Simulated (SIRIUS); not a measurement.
Wanted: the native input for a SIRIUS 7.10.0 run.

```yaml
Task: single point
Functional: PBE
Potentials_or_basis: PseudoDojo 0.4.1 PBE standard (scalar relativistic)
Cutoff: 1333 eV
Density_cutoff: 5334 eV
k_mesh: 9 × 9 × 5
Occupations: fermi-dirac, width 0.05 eV
Spin: collinear spin, ferromagnetic start
Starting_moments: "[1.0, 1.0, 0.0, 0.0] μB"
Libxc_names: "[\"XC_GGA_X_PBE\", \"XC_GGA_C_PBE\"]"
Energy_tol: 1e-08 Ha
Density_tol: 1e-06
Mixer: anderson
Mixing_beta: 0.5
Max_scf: 100
Radial_cutoff_for_the_potentials'_integrals: 6.5 bohr
```

NiO:

```xyz
4
Lattice="3.2263 0.0000 0.0000 -1.6131 2.7940 0.0000 0.0000 0.0000 5.2839" Properties=species:S:1:pos:R:3 pbc="T T T"
Ni    1.6131    0.9313    0.0000
Ni    0.0000    1.8627    2.6419
O     1.6131    0.9313    3.3035
O     0.0000    1.8627    0.6615
```

Measurements of this composition are mostly on another form, of space group No. 225.

One way to write it, as run:

sirius.json

```json
{
  "control": {
    "processing_unit": "cpu",
    "verbosity": 2,
    "num_bands_to_print": 34,
    "print_forces": true,
    "print_stress": true
  },
  "parameters": {
    "electronic_structure_method": "pseudopotential",
    "xc_functionals": ["XC_GGA_X_PBE", "XC_GGA_C_PBE"],
    "gk_cutoff": 9.9,
    "pw_cutoff": 19.8,
    "ngridk": [9, 9, 5],
    "shiftk": [0, 0, 0],
    "smearing": "fermi_dirac",
    "smearing_width": 0.0018374661,
    "num_bands": 34,
    "num_mag_dims": 1,
    "num_dft_iter": 100,
    "energy_tol": 1e-08,
    "density_tol": 1e-06
  },
  "iterative_solver": {
    "type": "davidson",
    "min_tolerance": 1e-09,
    "tolerance_scale": [0.1, 0.25]
  },
  "mixer": {
    "type": "anderson",
    "beta": 0.5,
    "max_history": 8
  },
  "settings": {
    "tol_ne": 1e-10,
    "pseudo_grid_cutoff": 6.5,
    "smooth_initial_mag": true
  },
  "unit_cell": {
    "lattice_vectors": [
      [1.0, 0.0, 0.0],
      [-0.50000000155, 0.866025405025, 0.0],
      [0.0, 0.0, 1.637769118242]
    ],
    "lattice_vectors_scale": 6.0967808581,
    "atom_coordinate_units": "lattice",
    "atom_types": ["Ni", "O"],
    "atom_files": {
      "O": "O.json",
      "Ni": "Ni.json"
    },
    "atoms": {
      "Ni": [
        [0.6666666667, 0.3333333333, 0.0, 0.0, 0.0, 1.0],
        [0.3333333333, 0.6666666667, 0.5, 0.0, 0.0, 1.0]
      ],
      "O": [
        [0.6666666667, 0.3333333333, 0.6252, 0.0, 0.0, 0.0],
        [0.3333333333, 0.6666666667, 0.1252, 0.0, 0.0, 0.0]
      ]
    }
  }
}
```

Potentials or basis: PseudoDojo 0.4.1 PBE standard (scalar relativistic).

Launch:

```sh
$ upf_to_json O.upf
$ upf_to_json Ni.upf
$ OMP_NUM_THREADS=1 sirius.scf --input=sirius.json --output=out.json --task=0
```

It gave:

```yaml
Pressure: -6.7 GPa
Largest_force: 0.014 eV/Å
Band_gap_on_the_k_mesh: none (metal or under the smearing width)
Net_moment: 3.98 μB per cell
Absolute_moment: 4.03 μB per cell
```

Caveat: semilocal functionals often make such compounds metallic where correlation or magnetic order opens a gap, which also shifts bond lengths.

Run time: 11 min on 1 thread of Arm Neoverse V1, with other jobs on the host, peak memory 0.83 GiB.
